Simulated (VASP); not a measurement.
# SiNi: relaxation of shape and atoms at fixed volume with PBEsol

SiNi:

```
Si Ni
1.0
     2.92998    0.00000    0.00000
     0.00000    3.25466    0.00000
     0.00000    0.00000    4.64601
Si Ni
2 2
Direct
  0.00000 0.00000 0.15749
  0.50000 0.50000 0.84251
  0.00000 0.00000 0.65668
  0.50000 0.50000 0.34332
```

The cell is a database's computed one.

The cell isn't the ideal one: a relaxed cell with its volume scaled by 0.98.

| Item | Value |
| --- | --- |
| Program | VASP 6.6.1 |
| Task | relaxation of shape and atoms at fixed volume |
| Functional | PBEsol |
| Potentials or basis | VASP PAW PBE potentials, release 64 (Si, Ni) |
| Cutoff | 600 eV |
| k mesh | 12 × 12 × 8 |
| Occupations | methfessel-paxton, width 0.1 eV |
| Spin | no spin polarisation |
| Further INCAR settings | ALGO = Normal; EDIFF = 1e-07; IBRION = 2; EDIFFG = -0.01; NSW = 40; ISIF = 4 |

```yaml
Energy_gained_by_relaxing: 0.2 meV/atom
Ionic_steps: 4
Pressure_after_relaxing: 3.9 GPa
Band_gap_on_the_k_mesh: none (metal or under the smearing width)
```

Stress tensor (GPa, compression positive):
```
3.85 0.00 0.00
0.00 4.08 0.00
0.00 0.00 3.89
```

The path:
```
step  energy change (eV)  largest force (eV/Å)  pressure (GPa)
   1              0.0000                0.0559            4.20
   2             -0.0007                0.0103            3.96
   3             -0.0007                0.0084            3.96
   4             -0.0008                0.0016            3.94
```

Final structure:
```xyz
4
Lattice="2.9221 0.0000 0.0000 0.0000 3.2551 0.0000 0.0000 0.0000 4.6578" Properties=species:S:1:pos:R:3 pbc="T T T"
Si    0.0000    0.0000    0.7309
Si    1.4611    1.6276    3.9269
Ni    0.0000    0.0000    3.0555
Ni    1.4611    1.6276    1.6023
```

Levels at points of the mesh, in eV from the Fermi level:
```csv
k point,band 12,band 13,band 14,band 15,band 16,band 17
"(0.00, 0.00, 0.00)",-2.06,-2.02,-1.33,1.33,2.86,5.36
"(0.50, 0.00, 0.00)",-2.65,-1.60,-1.60,1.85,1.85,3.56
"(0.00, 0.50, 0.00)",-2.28,-2.22,-2.22,1.22,1.22,5.15
"(0.50, 0.50, 0.00)",-2.12,-1.60,-1.60,1.69,1.69,2.05
"(0.00, 0.00, 0.50)",-2.11,1.18,1.68,1.99,2.54,3.03
"(0.50, 0.00, 0.50)",-2.28,-1.40,-1.40,3.75,3.75,5.45
"(0.00, 0.50, 0.50)",-2.08,-2.06,-2.06,5.28,5.28,5.56
"(0.50, 0.50, 0.50)",-2.15,-1.53,-1.53,-0.40,-0.40,1.15
```

Run time: 110 s on 2 MPI ranks on Intel(R) Xeon(R) 6975P-C (Granite Rapids), on a shared host, peak memory 0.33 GiB a rank.

Caveat: the PAW data sets were made with another functional, which shifts forces and pressure a little. Spin polarisation is off, so any magnetic state and its effect on volume and gap are missing.
